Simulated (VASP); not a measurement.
# Hf (P6_3/mmc) in VASP: relaxation of cell and atoms with PBE

Aim: the relaxation of cell and atoms of Hf with PBE.

Everything below comes from runs of VASP 6.6.1. Logs are shortened: lines on timing, memory, paths and dates and some standing lists are left out, and cuts for length are marked.

## Step 1: The crystal as given

The structure is hexagonal, space group P6_3/mmc (No. 194). The conventional cell has a = 3.197 Å, b = 3.197 Å, c = 5.058 Å, α = 90.00°, β = 90.00°, γ = 120.00°. Around Hf (site symmetry -6m2) lie 12 Hf at 3.13 to 3.20 Å.

## Step 2: Relaxation of cell and atoms, PBE

Input file INCAR:

```
PREC     = Accurate       # precision mode
ENCUT    = 600            # plane-wave cutoff, eV
EDIFF    = 1E-7           # SCF threshold, eV
ISMEAR   = 0              # smearing method
SIGMA    = 0.1            # smearing width, eV
LREAL    = F              # projectors in reciprocal space
LASPH    = T              # aspherical terms in the spheres
NELM     = 60             # most SCF steps
ALGO     = Normal         # electronic algorithm
ISIF     = 3              # what is computed and relaxed
LWAVE    = F              # write WAVECAR
LCHARG   = F              # write CHGCAR
GGA      = PE             # functional
IBRION   = 2              # ionic algorithm
NSW      = 80             # ionic steps
EDIFFG   = -0.004         # ionic threshold
```

Input file KPOINTS:

```
regular mesh
0
Gamma
  15 15 8
```

Input file POSCAR:

```
Hf
1.0
    3.1967000000      0.0000000000      0.0000000000
   -1.5983500000      2.7684234100      0.0000000000
    0.0000000000      0.0000000000      5.0578000000
Hf
2
Direct
    0.3333333300      0.6666666700      0.2500000000
    0.6666666700      0.3333333300      0.7500000000
```

Potentials or basis: VASP PAW PBE potentials, release 64 (Hf_pv).

Run with:

```console
> cat potpaw_PBE.64/Hf_pv/POTCAR > POTCAR
> mpirun -np 1 vasp_std > vasp.out
```

OUTCAR:

```text
PREC = Accurate
   ENCUT = 600
   EDIFF = 1E-7
   ISMEAR = 0
   LREAL = F
   LASPH = T
   NELM = 60
   ISIF = 3
   GGA = PE
   IBRION = 2
   NSW = 80
   EDIFFG = -0.004

 ion  position               nearest neighbor table
   1  0.333  0.667  0.250-   2 3.13   2 3.13   2 3.13   2 3.13   2 3.13   2 3.13
   2  0.667  0.333  0.750-   1 3.13   1 3.13   1 3.13   1 3.13   1 3.13   1 3.13

  LATTYP: Found a hexagonal cell.
 ALAT       =     3.1967000000
 C/A-ratio  =     1.5821941377

  Lattice vectors:

 A1 = (   3.1967000000,   0.0000000000,   0.0000000000)
 A2 = (  -1.5983500000,   2.7684234100,   0.0000000000)
 A3 = (   0.0000000000,   0.0000000000,   5.0578000000)

Analysis of symmetry for initial positions (statically):
=====================================================================
 Subroutine PRICEL returns:
 Original cell was already a primitive cell.

 Routine SETGRP: Setting up the symmetry group for a
 hexagonal supercell.

 Subroutine GETGRP returns: Found 24 space group operations
 (whereof 12 operations were pure point group operations)
 out of a pool of 24 trial point group operations.

The static configuration has the point symmetry D_3d.
 The point group associated with its full space group is D_6h.

Analysis of symmetry for dynamics (positions and initial velocities):
=====================================================================
 Subroutine PRICEL returns:
 Original cell was already a primitive cell.

 Routine SETGRP: Setting up the symmetry group for a
 hexagonal supercell.

 Subroutine GETGRP returns: Found 24 space group operations
 (whereof 12 operations were pure point group operations)
 out of a pool of 24 trial point group operations.

The dynamic configuration has the point symmetry D_3d.
 The point group associated with its full space group is D_6h.

 Subroutine INISYM returns: Found 24 space group operations
 (whereof 12 operations are pure point group operations),
 and found     1 'primitive' translations

----------------------------------------------------------------------------------------

                                     Primitive cell

  volume of cell :      44.7606

  direct lattice vectors                    reciprocal lattice vectors
     3.196700000  0.000000000  0.000000000     0.312822598  0.180608211  0.000000000
    -1.598350000  2.768423410  0.000000000     0.000000000  0.361216422  0.000000000
     0.000000000  0.000000000  5.057800000     0.000000000  0.000000000  0.197714421

  length of vectors
[... 106 lines left out ...]
   LORBIT       =      0    0 simple, 1 ext, 2 COOP (PROOUT), +10 PAW based schemes
   GGA     = PE    functional components
   LHFCALC =     F    Hartree Fock is set to
   AEXX    =    0.0000 exact exchange contribution
   IVDW    =     0    specifies the selected vdW correction
   LEPSILON=     F    determine dielectric tensor
   LRPA    =     F    only Hartree local field effects (RPA)
 conjugate gradient relaxation of ions
 non-spin polarized calculation
 Gauss-broadening in eV      SIGMA  =   0.10
  energy-cutoff  :      600.00
  volume of cell :       44.76
 maximum number of plane-waves:      1515
 NGX is ok and might be reduce to    28
   NGX = 13   NGY = 13   NGZ = 21

--------------------------------------- Ionic step        1  -------------------------------------------

 number of electron      20.0000001 magnetization

 Free energy of the ion-electron system (eV)
  ---------------------------------------------------
  ext. energy  EPLUGINS =         0.00000000
  ---------------------------------------------------
  free energy    TOTEN  =       -19.85434043 eV

  energy without entropy =      -19.84712733  energy(sigma->0) =      -19.85073388

------------------------ aborting loop because EDIFF is reached ----------------------------------------

  FORCE on cell =-STRESS in cart. coord.  units (eV):
  Direction    XX          YY          ZZ          XY          YZ          ZX
  --------------------------------------------------------------------------------------
  -------------------------------------------------------------------------------------
  Total        0.1059577      0.1059577      0.0585912      0.0000000     -0.0000000      0.0000000
  in kB        3.7926879      3.7926879      2.0972329      0.0000000     -0.0000000      0.0000000
  external PRESSURE =       3.2275362 kB  Pullay stress =       0.0000000 kB
[... 203 lines left out ...]
--------------------------------------- Ionic step        7  -------------------------------------------

 number of electron      20.0000001 magnetization

 Free energy of the ion-electron system (eV)
  ---------------------------------------------------
  ext. energy  EPLUGINS =         0.00000000
  ---------------------------------------------------
  free energy    TOTEN  =       -19.85449346 eV

  energy without entropy =      -19.84729057  energy(sigma->0) =      -19.85089202

 E-fermi :   4.9036     XC(G=0): -11.2674

 val. band max:        4.8899587216   @ k =   0.1333  -0.0000   0.0000
 cond. band min:       4.9224848136   @ k =   0.1333   0.0667   0.2500
 fundamental gap:      0.0325260920
 Fermi energy:         4.9035746890

 k-point     1 :       0.0000    0.0000    0.0000
  band No.  band energies     occupation
      1     -26.1871      2.00000
      2     -25.4496      2.00000
      3     -25.4496      2.00000
      4     -25.3282      2.00000
      5     -25.3224      2.00000
      6     -25.3224      2.00000
      7      -2.4748      2.00000
      8       1.1999      2.00000
      9       5.5333      0.00000
     10       6.0723      0.00000
     11       6.0723      0.00000
     12       6.3612      0.00000
     13       6.8929      0.00000
     14       6.8929      0.00000
[... 377 lines left out ...]
      1     -25.9522      2.00000
      2     -25.8102      2.00000
      3     -25.7668      2.00000
      4     -25.7205      2.00000
      5     -25.5940      2.00000
      6     -25.5364      2.00000
      7       2.3142      2.00000
      8       2.7563      2.00000
      9       2.9378      2.00000
     10       3.6585      2.00000
     11       5.2919      0.00000
     12       5.5415      0.00000
     13       6.7517      0.00000
     14       9.9472      0.00000

 [... further k-points ...]

------------------------ aborting loop because EDIFF is reached ----------------------------------------

  FORCE on cell =-STRESS in cart. coord.  units (eV):
  Direction    XX          YY          ZZ          XY          YZ          ZX
  --------------------------------------------------------------------------------------
  -------------------------------------------------------------------------------------
  Total       -0.0016212     -0.0016212     -0.0076151      0.0000000      0.0000000      0.0000000
  in kB       -0.0578524     -0.0578524     -0.2717400      0.0000000      0.0000000      0.0000000
  external PRESSURE =      -0.1291483 kB  Pullay stress =       0.0000000 kB
[... 17 lines left out ...]
  FREE ENERGIE OF THE ION-ELECTRON SYSTEM (eV)
  ---------------------------------------------------
  free  energy   TOTEN  =       -19.8544934581 eV

  energy  without entropy=      -19.8472905746  energy(sigma->0) =      -19.85089202

 reached required accuracy - stopping structural energy minimisation
```

OSZICAR:

```text
N       E                     dE             d eps       ncg     rms          rms(c)
DAV:   1     0.509710383622E+02    0.50971E+02   -0.12600E+04  3788   0.151E+03
DAV:   2    -0.183091063969E+02   -0.69280E+02   -0.68104E+02  4692   0.285E+02
[... 53 lines left out ...]
   6 F= -.19854484E+02 E0= -.19850880E+02  d E =-.143968E-03
       N       E                     dE             d eps       ncg     rms          rms(c)
DAV:   1    -0.198545239309E+02   -0.39498E-04   -0.20713E-03  3804   0.379E-01    0.413E-02
DAV:   2    -0.198545012246E+02    0.22706E-04   -0.32969E-05  4962   0.456E-02    0.174E-02
DAV:   3    -0.198544942729E+02    0.69517E-05   -0.82512E-06  5006   0.204E-02    0.150E-02
DAV:   4    -0.198544933853E+02    0.88756E-06   -0.24364E-06  5328   0.113E-02    0.706E-03
DAV:   5    -0.198544934581E+02   -0.72822E-07   -0.12663E-07  2304   0.286E-03
   7 F= -.19854493E+02 E0= -.19850892E+02  d E =-.905557E-05
```

It took 2.8 min on 1 thread of Intel Xeon Platinum 8559C (Emerald Rapids), shared host; peak memory 0.25 GiB.

What came out:

```
Free energy                            : -19.8545 eV
Relaxed volume                         : 22.45 Å³/atom
Relaxed cell                           : a = 3.201 Å, b = 3.201 Å, c = 5.059 Å, α = 90.00°, β = 90.00°, γ = 120.00°
Space group after relaxing (to 0.05 Å) : P6_3/mmc (No. 194)
Energy gained by relaxing              : 0.1 meV/atom
Ionic steps                            : 7
Pressure after relaxing                : 0.0 GPa
Band gap on the k mesh                 : none (metal or under the smearing width)
```

Step by step:
```
step  energy change (eV)  largest force (eV/Å)  pressure (GPa)  volume (Å³)
   1              0.0000                0.0000            0.32        44.76
   2              0.0000                0.0000           -0.38        45.05
   3             -0.0001                0.0000           -0.01        44.90
   4             -0.0001                0.0000           -0.01        44.90
   5             -0.0001                0.0000           -0.20        44.98
   6             -0.0001                0.0000           -0.02        44.90
   7             -0.0002                0.0000           -0.01        44.90
```

Final structure:
```cif
data_structure
_symmetry_space_group_name_H-M 'P 1'
_symmetry_Int_Tables_number 1
_cell_length_a 3.2013
_cell_length_b 3.2013
_cell_length_c 5.0587
_cell_angle_alpha 90.000
_cell_angle_beta 90.000
_cell_angle_gamma 120.000
_cell_volume 44.90
loop_
_atom_site_label
_atom_site_type_symbol
_atom_site_fract_x
_atom_site_fract_y
_atom_site_fract_z
_atom_site_occupancy
Hf1 Hf 0.33333 0.66667 0.25000 1
Hf2 Hf 0.66667 0.33333 0.75000 1
```

Levels at points of the mesh, in eV from the Fermi level:
```
           k point  band 6  band 7  band 8  band 9  band 10  band 11  band 12  band 13  band 14
(0.00, 0.00, 0.00)  -30.23   -7.38   -3.70    0.63     1.17     1.17     1.46     1.99     1.99
(0.00, 0.00, 0.50)  -30.29   -5.40   -5.40    0.14     0.14     1.06     1.06     1.06     1.06
```

The run has no spin-orbit coupling, so splittings on Hf are missing. PBE usually gives volumes a little too large and moduli too small.
